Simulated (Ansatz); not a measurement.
# TiAl3: how the free axis answers a strain

TiAl3, Pm-3m, a = 3.948 Å. This isn't the usual stable structure of the compound. Ansatz: PBEsol, PAW, 420 eV, Γ-centred 14×14×14 mesh on 4 atoms, Gaussian smearing 0.10 eV; no spin polarisation. Series: biaxial strain in the a-b plane, c and atoms relaxed; x is the strain in per cent. y is the change of c in per cent of 3.948 Å.

| x (%) | y (%) |
| --- | --- |
| -6.0 | 4.85 |
| -4.0 | 3.02 |
| -2.0 | 1.49 |
| 0.0 | 0.00 |
| 2.0 | -1.37 |
| 4.0 | -2.72 |
| 6.0 | ? |

Fit y = c1 x + c2 x² to the other rows, say what c1 measures, and predict the missing y.

Least squares on the rows shown. y = −0.7240 x + 0.01277 x². With no stress along c, c1 = −2C12/C11 = -0.724. At x = 6.0 the fit asked for gives -3.88 %. The run gave -4.16 %, so the fit is 0.28 % too high, 3.1 % of the span of the series, against an rms of 0.05 % on the fitted rows. The row lies outside the fitted range. With a term in x³ added, a fit to the same known rows predicts -4.11 %, so most of the miss is curvature that the known rows already hold.